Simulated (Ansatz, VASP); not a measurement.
**One calculation of Mg, two programs**

Contents of INCAR:

```
PREC = Accurate
ENCUT = 520
EDIFF = 1E-8
ISMEAR = -1
SIGMA = 0.05
LREAL = False
LASPH = True
NELM = 80
ALGO = Normal
ISIF = 2
LWAVE = False
LCHARG = False
GGA = PS
LEFG = True
NBANDS = 7
```

The input KPOINTS:

```
Automatic mesh
0
Gamma
  16 16 16
```

Contents of POSCAR:

```
Mg
1.0
   -1.4665903054      1.4665903054      1.4665903054
    1.4665903054     -1.4665903054      1.4665903054
    1.4665903054      1.4665903054     -1.4665903054
Mg
1
Direct
    0.0000000000      0.0000000000      0.0000000000
```

Input for Ansatz:

```yaml
crystal:
  lattice:
    - [-1.4665903054, 1.4665903054, 1.4665903054]
    - [1.4665903054, -1.4665903054, 1.4665903054]
    - [1.4665903054, 1.4665903054, -1.4665903054]
  atoms:
    - { symbol: Mg, position: [0.0, 0.0, 0.0] }
kpoints:
  mp_grid: { grid: [16, 16, 16] }
scf:
  occupations: { method: fermi_dirac, width: 0.05 }
hamiltonian:
  xc: pbesol
  pseudopotentials: { kind: all_electron, datasets: crystal }
output:
  forces: true
  stress: true
  eigenvalues: true
  efg: { contact_densities: true }
```

Change from the starting cell: volume scaled by 0.98, crystal datasets.

Alike in both runs: task electric field gradients; functional PBEsol; k mesh 16 × 16 × 16; occupations fermi-dirac, width 0.05 eV; no spin polarisation.

|  | VASP | Ansatz |
| --- | --- | --- |
| version | VASP 6.6.1 | Ansatz 0.2.0 |
| potentials or method | VASP PAW PBE potentials, release 64 (Mg) | all-electron PAW with datasets made for the crystal, scalar-relativistic |
| plane-wave cutoff (eV) | 520 | see its input |

```tsv
	VASP	Ansatz	Ansatz less VASP
pressure (GPa)	66.2	64.7	-1.48
Vzz of the field gradient on the site that differs most (V/Å²)	0.0	0.0	0.00
```

Ansatz ran all-electron here, so the differences hold the error of VASP's frozen core and of both bases.

Caveats: the cell as given lies far from equilibrium; so large a pressure means that the cell lies far from this level's equilibrium, or that cutoff or potentials fall short (VASP); the potentials were made for another functional, which shifts forces and pressure (VASP).
